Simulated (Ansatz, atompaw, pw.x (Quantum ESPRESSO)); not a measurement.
# pw.x on fcc Mo: one setting changed

Potential: PAW, atompaw 4.2.0.5, PBE; core [Ar] 3d10, reference 4s2 4p6 4d5 5s1 5p0; waves: 4s (bound): rc 2.05 bohr; 5s (bound): rc 1.75 bohr; 4p (bound): rc 2.10 bohr; 5p (bound, empty): rc 2.55 bohr; 4d (bound): rc 2.15 bohr; 4d channel at 0.2 Ry: rc 2.15 bohr; local part: troulliermartins scheme with l = 3 at -0.5 Ry, radius 1.95 bohr; core correction: smooth core density matched at 1.60 bohr; augmentation: besselshape compensation charge, radius 2.10 bohr; PAW radius 2.55 bohr; waves and projectors: custom rrkj gramschmidtortho.

The reference run (k-mesh 14³, cutoffs 50/500 Ry, Fermi–Dirac 0.01 Ry, mixing_beta 0.4, conv_thr 1e-9, no spin) gives -0.70 GPa at 16.027 Å³/atom, where all-electron LAPW gives 0.44 GPa. This run, with its own iteration cap, changes nspin = 2 with starting_magnetization to -0.3.

```
&control
  calculation='scf', prefix='x', pseudo_dir='./', outdir='./tmp', tstress=.true., disk_io='none'
/
&system
  ibrav=0, nat=1, ntyp=1, ecutwfc=50, ecutrho=500, nbnd=15,
  occupations='smearing', smearing='fd', degauss=0.01, nspin=2, starting_magnetization(1)=-0.3
/
&electrons
  conv_thr=1e-09, mixing_beta=0.4, electron_maxstep=60
/
ATOMIC_SPECIES
Mo 1.0 Mo.UPF
CELL_PARAMETERS angstrom
  0.00000000 2.00112437 2.00112437
  2.00112437 0.00000000 2.00112437
  2.00112437 2.00112437 0.00000000
ATOMIC_POSITIONS crystal
Mo 0.0000 0.0000 0.0000
K_POINTS automatic
14 14 14 0 0 0
```

```bash
pw.x < Mo.scf.in > Mo.scf.out
```

**Question.** How does the run end?

**Answer.** It converges in 12 iterations; the free energy moves by +0.2 meV/atom and the pressure by +0.03 GPa. The result is that of the reference run.

```
Message from routine setup:
     using ibrav=0 with symmetry is DISCOURAGED, use correct ibrav instead
     lattice parameter (alat)  =       5.3480  a.u.
     unit-cell volume          =     108.1556 (a.u.)^3
     number of electrons       =        14.00
     number of Kohn-Sham states=           15
     kinetic-energy cutoff     =      50.0000  Ry
     charge density cutoff     =     500.0000  Ry
     scf convergence threshold =      1.0E-09
     Exchange-correlation= SLA PW PBX PBC
     atomic species   magnetization
     number of k points=   104  Fermi-Dirac smearing, width (Ry)=  0.0100
     iteration #  1     ecut=    50.00 Ry     beta= 0.40
     total energy              =    -363.81915316 Ry
     estimated scf accuracy    <       0.21600491 Ry
     total magnetization       =    -1.34 Bohr mag/cell
     absolute magnetization    =     1.34 Bohr mag/cell
     iteration #  2     ecut=    50.00 Ry     beta= 0.40
     total energy              =    -363.84113844 Ry
     estimated scf accuracy    <       0.06155547 Ry
     total magnetization       =    -1.06 Bohr mag/cell
     absolute magnetization    =     1.06 Bohr mag/cell
     iteration #  3     ecut=    50.00 Ry     beta= 0.40
     total energy              =    -363.88032150 Ry
     estimated scf accuracy    <       0.01033431 Ry
     total magnetization       =    -0.61 Bohr mag/cell
     absolute magnetization    =     0.61 Bohr mag/cell
     iteration #  4     ecut=    50.00 Ry     beta= 0.40
     total energy              =    -363.88783662 Ry
     estimated scf accuracy    <       0.00417894 Ry
     total magnetization       =    -0.37 Bohr mag/cell
     absolute magnetization    =     0.37 Bohr mag/cell
     iteration #  5     ecut=    50.00 Ry     beta= 0.40
     total energy              =    -363.89073432 Ry
     estimated scf accuracy    <       0.00011210 Ry
     total magnetization       =    -0.09 Bohr mag/cell
     absolute magnetization    =     0.09 Bohr mag/cell
     iteration #  6     ecut=    50.00 Ry     beta= 0.40
     total energy              =    -363.89083295 Ry
     estimated scf accuracy    <       0.00006169 Ry
     total magnetization       =    -0.07 Bohr mag/cell
     absolute magnetization    =     0.07 Bohr mag/cell
     iteration #  7     ecut=    50.00 Ry     beta= 0.40
     total energy              =    -363.89098375 Ry
     estimated scf accuracy    <       0.00001166 Ry
     total magnetization       =    -0.00 Bohr mag/cell
     absolute magnetization    =     0.00 Bohr mag/cell
     iteration #  8     ecut=    50.00 Ry     beta= 0.40
     total energy              =    -363.89098194 Ry
     estimated scf accuracy    <       0.00000350 Ry
     total magnetization       =     0.00 Bohr mag/cell
     absolute magnetization    =     0.00 Bohr mag/cell
     iteration #  9     ecut=    50.00 Ry     beta= 0.40
     total energy              =    -363.89098329 Ry
     estimated scf accuracy    <       0.00000013 Ry
     total magnetization       =    -0.00 Bohr mag/cell
     absolute magnetization    =     0.00 Bohr mag/cell
     iteration # 10     ecut=    50.00 Ry     beta= 0.40
     total energy              =    -363.89098331 Ry
     estimated scf accuracy    <          9.9E-09 Ry
     total magnetization       =    -0.00 Bohr mag/cell
     absolute magnetization    =     0.00 Bohr mag/cell
     iteration # 11     ecut=    50.00 Ry     beta= 0.40
     total energy              =    -363.89098331 Ry
     estimated scf accuracy    <          5.6E-09 Ry
     total magnetization       =     0.00 Bohr mag/cell
     absolute magnetization    =     0.00 Bohr mag/cell
     iteration # 12     ecut=    50.00 Ry     beta= 0.40
     the Fermi energy is    20.0939 ev
!    total energy              =    -363.89098332 Ry
     estimated scf accuracy    <          2.5E-10 Ry
     smearing contrib. (-TS)   =      -0.00582030 Ry
     The total energy is F=E-TS. E is the sum of the following terms:
     one-electron contribution =     -16.20571872 Ry
     hartree contribution      =      19.70300952 Ry
     xc contribution           =     -15.77916225 Ry
     ewald contribution        =    -118.81722445 Ry
     one-center paw contrib.   =    -232.78606711 Ry
     total magnetization       =    -0.00 Bohr mag/cell
     absolute magnetization    =     0.00 Bohr mag/cell
     convergence has been achieved in  12 iterations
          total   stress  (Ry/bohr**3)                   (kbar)     P=       -6.74
     Message from routine punch:
     Nothing written, as per user request (disk_io='none')
```

The run took about 25 s on one core of a shared host (Intel(R) Xeon(R) 6975P-C, 128 threads, 496 GiB, load 37).
